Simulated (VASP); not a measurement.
Input of a VASP 6.6.1 run:

The input INCAR:

```
SYSTEM = WS2
PREC = Accurate
ENCUT = 450
EDIFF = 1E-6
ISMEAR = 0
SIGMA = 0.02
LREAL = .False.
LASPH = .True.
NELM = 60
ALGO = Normal
ISIF = 2
LWAVE = .False.
LCHARG = .True.
GGA = PE
LELF = .True.
LVHAR = .True.
NBANDS = 20
```

KPOINTS

```
regular mesh
0
Gamma
  5 5 5
  0 0 0
```

POSCAR

```
WS2
1.0
    1.5790000000      0.9116360751      6.1633333333
   -1.5790000000      0.9116360751      6.1633333333
    0.0000000000     -1.8232721501      6.1633333333
W S
1 2
Direct
    0.0000000000      0.0000000000      0.0000000000
    0.5810000000      0.5810000000      0.5810000000
    0.7503000000      0.7503000000      0.7503000000
```

Potentials or basis: VASP PAW PBE potentials, release 64 (W_sv_GW, S_GW).

Run with:

```sh
$ cat potpaw_PBE.64/W_sv_GW/POTCAR potpaw_PBE.64/S_GW/POTCAR > POTCAR
$ mpirun -np 1 vasp_std > vasp.out
```

What does it give for the largest force?

0.610 eV/Å.

Predict the pressure.

4.2 GPa.

Estimate the band gap on the k mesh.

1.11 eV, indirect (least direct gap 2.32 eV).

Stress tensor (GPa, compression positive):
```
4.01 0.00 0.00
0.00 4.01 0.00
0.00 0.00 4.54
```

Caveat: the k mesh is coarse (spacing up to 0.46 Å⁻¹), so the values aren't converged; spin-orbit coupling is left out, which moves the levels of the heavy elements; an odd mesh through Γ misses points on the zone boundary, where band edges often lie.
